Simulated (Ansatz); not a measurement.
## HfN films: biaxial stress and wafer bow

Plane-wave DFT in Ansatz, PBEsol, scalar-relativistic PAW potentials, cutoff 420 eV, no spin-orbit coupling; no spin polarisation. HfN in space group P6_3/mmc, a structure that wasn't matched to a measured phase, strained equally along a and b of the conventional cell, with c and the atoms relaxed within the symmetry (a film with c along the normal). Stress is the in-plane mean, tension positive.

| strain (%) | stress (GPa) | E − E(0) (meV/atom) |
| --- | --- | --- |
| -6.0 | -43.81 | 176.1 |
| -4.0 | -28.09 | 76.4 |
| -2.0 | -13.27 | 18.3 |
| +0.0 | 0.13 | 0.0 |
| +2.0 | 12.11 | 17.9 |
| +4.0 | ? | 68.9 |
| +6.0 | 32.03 | 149.8 |

Fit the stress, get the biaxial modulus and predict the missing row.

A parabola through the given rows is σ = 0.07 + 6.331 ε -0.1665 ε² GPa (ε in %), so M = dσ/dε = 633 GPa at zero. It predicts 22.73 GPa at +4.0 %; the run gave 22.83 GPa. The miss is 0.10 GPa, so the fit holds. The negative square term means that the film is stiffer in compression than in tension. The energies check it: E/V = Mε² at small strain, and a cubic fit with V = 11.42 Å³/atom gives M = 635 GPa, in agreement.

How much does a 20 nm film at +0.5 % strain bow a 300 mm Si(001) wafer 775 μm thick?

The fit, without its small constant, gives σ = 3.12 GPa. Stoney's formula, κ = 6σt_f/(M_s t_s²) with M_s = 180.5 GPa for Si(001) (literature), gives |κ| = 3.45×10⁻³ m⁻¹ and a bow κr²/2 = 38.9 μm at r = 150 mm, with the film side concave (tension pulls the edges up). This assumes a single-crystal or fully textured, unrelaxed film at 0 K.

The cell has no gap in any row, so the stresses hang on mesh and smearing.

Cost: about 14 core-minutes for the runs cited, on Intel Xeon Platinum 8259CL (Skylake/Cascade Lake) (shared hosts).

This form isn't the usual stable structure of the compound.